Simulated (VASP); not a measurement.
# HfN (Pm-3m) in VASP: elastic constants with PBEsol

Aim: the elastic constants of HfN with PBEsol.

All numbers are computed with VASP 6.6.1; they aren't measurements. Logs are shortened: lines on timing, memory, paths and dates and some standing lists are left out, and cuts for length are marked.

## 1. Starting point

Symmetry: Pm-3m, No. 221, cubic system. Conventional cell: a = 2.790 Å, b = 2.790 Å, c = 2.790 Å, α = 90.00°, β = 90.00°, γ = 90.00°. Hf (site symmetry m-3m) is surrounded by 8 N at 2.42 Å. N (site symmetry m-3m) has 8 Hf at 2.42 Å as nearest neighbours.

The cell comes from a database or a generator and needn't be the stable form of this composition.

## 2. Elastic constants, PBEsol

INCAR

```
SYSTEM = HfN
  PREC = Accurate
  ENCUT = 600
  EDIFF = 1E-8
  ISMEAR = 0
  SIGMA = 0.05
  LREAL = .FALSE.
  LASPH = .TRUE.
  NELM = 100
  ALGO = Normal
  ISIF = 3
  LWAVE = .FALSE.
  LCHARG = .FALSE.
  GGA = PS
  NBANDS = 14
  IBRION = 6
  NFREE = 2
  POTIM = 0.015
  NSW = 1
```

KPOINTS

```
regular mesh
0
G
  12 12 12
  0 0 0
```

POSCAR

```
HfN
1.0
    2.7904350122      0.0000000000      0.0000000000
    0.0000000000      2.7904350122      0.0000000000
    0.0000000000      0.0000000000      2.7904350122
Hf N
1 1
Direct
    0.0000000000      0.0000000000      0.0000000000
    0.5000000000      0.5000000000      0.5000000000
```

Potentials or basis: VASP PAW PBE potentials, release 64 (Hf_pv, N).

The run is started by

```bash
> cat potpaw_PBE.64/Hf_pv/POTCAR potpaw_PBE.64/N/POTCAR > POTCAR
> mpirun -np 1 vasp_std > vasp.out
```

OUTCAR:

```text
SYSTEM = HfN
   PREC = Accurate
   ENCUT = 600
   EDIFF = 1E-8
   ISMEAR = 0
   LREAL = .FALSE.
   LASPH = .TRUE.
   NELM = 100
   ISIF = 3
   GGA = PS
   IBRION = 6
   NFREE = 2
   POTIM = 0.015
   NSW = 1

 ion  position               nearest neighbor table
   1  0.000  0.000  0.000-   2 2.42   2 2.42   2 2.42   2 2.42   2 2.42   2 2.42   2 2.42   2 2.42

   2  0.500  0.500  0.500-   1 2.42   1 2.42   1 2.42   1 2.42   1 2.42   1 2.42   1 2.42   1 2.42

  LATTYP: Found a simple cubic cell.
 ALAT       =     2.7904350122

  Lattice vectors:

 A1 = (   2.7904350122,   0.0000000000,   0.0000000000)
 A2 = (   0.0000000000,   2.7904350122,   0.0000000000)
 A3 = (   0.0000000000,   0.0000000000,   2.7904350122)

Analysis of symmetry for initial positions (statically):
=====================================================================
 Subroutine PRICEL returns:
 Original cell was already a primitive cell.

 Routine SETGRP: Setting up the symmetry group for a
 simple cubic supercell.

 Subroutine GETGRP returns: Found 48 space group operations
 (whereof 48 operations were pure point group operations)
 out of a pool of 48 trial point group operations.

The static configuration has the point symmetry O_h .

Analysis of symmetry for dynamics (positions and initial velocities):
=====================================================================
 Subroutine PRICEL returns:
 Original cell was already a primitive cell.

 Routine SETGRP: Setting up the symmetry group for a
 simple cubic supercell.

 Subroutine GETGRP returns: Found 48 space group operations
 (whereof 48 operations were pure point group operations)
 out of a pool of 48 trial point group operations.

The dynamic configuration has the point symmetry O_h .

 Subroutine INISYM returns: Found 48 space group operations
 (whereof 48 operations are pure point group operations),
 and found     1 'primitive' translations

----------------------------------------------------------------------------------------

                                     Primitive cell

  volume of cell :      21.7278

  direct lattice vectors                    reciprocal lattice vectors
     2.790435012  0.000000000  0.000000000     0.358367063  0.000000000  0.000000000
     0.000000000  2.790435012  0.000000000     0.000000000  0.358367063  0.000000000
     0.000000000  0.000000000  2.790435012     0.000000000  0.000000000  0.358367063

  length of vectors
     2.790435012  2.790435012  2.790435012     0.358367063  0.358367063  0.358367063

  position of ions in fractional coordinates (direct lattice)
     0.000000000  0.000000000  0.000000000
     0.500000000  0.500000000  0.500000000

  ion indices of the primitive-cell ions
   primitive index   ion index
                 1           1
                 2           2

----------------------------------------------------------------------------------------

 KPOINTS: regular mesh

Automatic generation of k-mesh.
 Grid dimensions read from file:
 generate k-points for:   12   12   12

 Generating k-lattice:

  Cartesian coordinates                     Fractional coordinates (reciprocal lattice)
     0.029863922  0.000000000  0.000000000     0.083333333  0.000000000  0.000000000
     0.000000000  0.029863922  0.000000000     0.000000000  0.083333333  0.000000000
     0.000000000  0.000000000  0.029863922     0.000000000  0.000000000  0.083333333
[... 115 lines left out ...]
  -------------------------------------------------------------------------------------
  Total       -0.3633627     -0.3633627     -0.3633627      0.0000000     -0.0000000      0.0000000
  in kB      -26.7938506    -26.7938506    -26.7938506      0.0000000     -0.0000000      0.0000000
  external PRESSURE =     -26.7938506 kB  Pullay stress =       0.0000000 kB
[... 89 lines left out ...]
  FREE ENERGIE OF THE ION-ELECTRON SYSTEM (eV)
  ---------------------------------------------------
  free  energy   TOTEN  =       -21.0314701677 eV

  energy  without entropy=      -21.0304694932  energy(sigma->0) =      -21.03096983

[... ionic steps 4 to 14 ...]

--------------------------------------- Ionic step       15  -------------------------------------------

 number of electron      15.0000004 magnetization

------------------------ aborting loop because EDIFF is reached ----------------------------------------
[... 67 lines left out ...]
--------------------------------------- Ionic step       17  -------------------------------------------

 number of electron      15.0000003 magnetization

 Free energy of the ion-electron system (eV)
  ---------------------------------------------------
  ext. energy  EPLUGINS =         0.00000000
  ---------------------------------------------------
  free energy    TOTEN  =       -21.03372200 eV

  energy without entropy =      -21.03228727  energy(sigma->0) =      -21.03300464

 E-fermi :   7.5785     XC(G=0): -13.2918

 val. band max:        7.5762267222   @ k =   0.5000   0.2500   0.0833
 cond. band min:       7.6256293909   @ k =   0.0833   0.4167   0.2500
 fundamental gap:      0.0494026687
 Fermi energy:         7.5785404592

 k-point     1 :       0.0000    0.0000    0.0000
  band No.  band energies     occupation
      1     -22.3809      2.00000
      2     -22.3809      2.00000
      3     -22.3808      2.00000
      4      -8.7288      2.00000
      5       5.0131      2.00000
      6       5.0207      2.00000
      7       6.5251      2.00000
      8       6.5251      2.00000
      9       6.5350      2.00000
     10      11.3980      0.00000
     11      14.1963      0.00000
     12      14.1975      0.00000
     13      14.1975      0.00000
     14      20.7823      0.00000
[... 377 lines left out ...]
      1     -23.5847      2.00000
      2     -23.2934      2.00000
      3     -22.1442      2.00000
      4      -6.6031      2.00000
      5       2.1277      2.00000
      6       3.7177      2.00000
      7       6.1865      2.00000
      8       7.2563      2.00000
      9      11.2897      0.00000
     10      11.3210      0.00000
     11      12.5218      0.00000
     12      14.2508      0.00000
     13      18.1634      0.00000
     14      20.7905      0.00000

 [... further k-points ...]

------------------------ aborting loop because EDIFF is reached ----------------------------------------

  FORCE on cell =-STRESS in cart. coord.  units (eV):
  Direction    XX          YY          ZZ          XY          YZ          ZX
  --------------------------------------------------------------------------------------
  -------------------------------------------------------------------------------------
  Total       -0.3621972     -0.3593843     -0.3593843      0.0000000      0.0000000      0.0000000
  in kB      -26.7079098    -26.5004921    -26.5004921      0.0000000      0.0000000      0.0000000
  external PRESSURE =     -26.5696313 kB  Pullay stress =       0.0000000 kB
[... 17 lines left out ...]
  FREE ENERGIE OF THE ION-ELECTRON SYSTEM (eV)
  ---------------------------------------------------
  free  energy   TOTEN  =       -21.0337220008 eV

  energy  without entropy=      -21.0322872695  energy(sigma->0) =      -21.03300464

 INTERNAL STRAIN TENSORS FROM STRAINED CELLS
 ============================================

 INTERNAL STRAIN TENSOR FOR ION    1 for displacements in x,y,z  (eV/Angst):
          X           Y           Z          XY          YZ          ZX
  --------------------------------------------------------------------------------
  x     0.00000     0.00000     0.00000     0.00000     0.00000    -0.00000
  y     0.00000     0.00000     0.00000    -0.00000     0.00000     0.00000
  z     0.00000     0.00000     0.00000     0.00000     0.00000     0.00000

 INTERNAL STRAIN TENSORS FROM DISPLACED ATOMS
 ============================================

 INTERNAL STRAIN TENSOR FOR ION    1 for displacements in x,y,z  (eV/Angst):
          X           Y           Z          XY          YZ          ZX
  --------------------------------------------------------------------------------
  x     0.00000     0.00000     0.00000     0.00000     0.00000     0.00000
  y     0.00000     0.00000     0.00000     0.00000     0.00000     0.00000
  z     0.00000     0.00000     0.00000     0.00000     0.00000     0.00000

 INTERNAL STRAIN TENSOR FOR ION    2 for displacements in x,y,z  (eV/Angst):
          X           Y           Z          XY          YZ          ZX
  --------------------------------------------------------------------------------
  x     0.00000     0.00000     0.00000     0.00000     0.00000     0.00000
  y     0.00000     0.00000     0.00000     0.00000     0.00000     0.00000
  z     0.00000     0.00000     0.00000     0.00000     0.00000     0.00000

 Eigenvectors and eigenvalues of the dynamical matrix
 ----------------------------------------------------

   1 f  =    8.085499 THz    50.802685 2PiTHz  269.703200 cm-1    33.438920 meV
             X         Y         Z           dx          dy          dz
      0.000000  0.000000  0.000000    -0.269662   -0.000000    0.000000
      1.395218  1.395218  1.395218     0.962955   -0.000000    0.000000
[... 21 lines left out ...]
   6 f/i=    0.000287 THz     0.001802 2PiTHz    0.009568 cm-1     0.001186 meV
             X         Y         Z           dx          dy          dz
      0.000000  0.000000  0.000000     0.005323    0.044307   -0.961921
      1.395218  1.395218  1.395218     0.001491    0.012408   -0.269372

--------------------------------------------------------------------------------------------------------

 ELASTIC MODULI CONTR FROM IONIC RELAXATION (kBar)
 Direction    XX          YY          ZZ          XY          YZ          ZX
 --------------------------------------------------------------------------------
 XX           0.0000      0.0000      0.0000      0.0000      0.0000      0.0000
 YY           0.0000      0.0000      0.0000      0.0000      0.0000      0.0000
 ZZ           0.0000      0.0000      0.0000      0.0000      0.0000      0.0000
 XY           0.0000      0.0000      0.0000      0.0000      0.0000      0.0000
 YZ           0.0000      0.0000      0.0000      0.0000      0.0000      0.0000
 ZX           0.0000      0.0000      0.0000      0.0000      0.0000      0.0000
 --------------------------------------------------------------------------------

 TOTAL ELASTIC MODULI (kBar)
 Direction    XX          YY          ZZ          XY          YZ          ZX
 --------------------------------------------------------------------------------
 XX        5395.7491   1073.3682   1073.3682      0.0000     -0.0000     -0.0000
 YY        1073.3682   5395.7491   1073.3682      0.0000      0.0000      0.0000
 ZZ        1073.3682   1073.3682   5395.7491     -0.0000      0.0000     -0.0000
 XY           0.0000      0.0000     -0.0000    385.7422      0.0000      0.0000
 YZ          -0.0000      0.0000      0.0000      0.0000    385.7422      0.0000
 ZX          -0.0000      0.0000     -0.0000      0.0000      0.0000    385.7422
 --------------------------------------------------------------------------------
```

It took 5.2 min on 1 thread of Intel Xeon 6975P-C (Granite Rapids), shared host; peak memory 0.43 GiB.

What came out:

```yaml
Elastic_constants_C11_C12_C44: 540, 107, 39 GPa
Voigt_bulk_modulus: 251 GPa
Highest_phonon_frequency_at_Γ_LO-TO_splitting_left_out: 270 cm⁻¹
```

Phonon frequencies in cm⁻¹ (negative: imaginary):
| q point | frequencies |
| --- | --- |
| (0.000, 0.000, 0.000) | 0 0 0 270 270 270 |

Elastic tensor in Voigt notation (GPa, in the Cartesian axes of the cell as first typed):
```
540 107 107   0   0   0
107 540 107   0   0   0
107 107 540   0   0   0
  0   0   0  39   0   0
  0   0   0   0  39   0
  0   0   0   0   0  39
```

Clamped-ion elastic tensor (GPa):
```
540 107 107   0   0   0
107 540 107   0   0   0
107 107 540   0   0   0
  0   0   0  39   0   0
  0   0   0   0  39   0
  0   0   0   0   0  39
```

Caveat: the cell is under stress, which shifts elastic constants; the PAW data sets were made with another functional, which shifts forces and pressure a little.
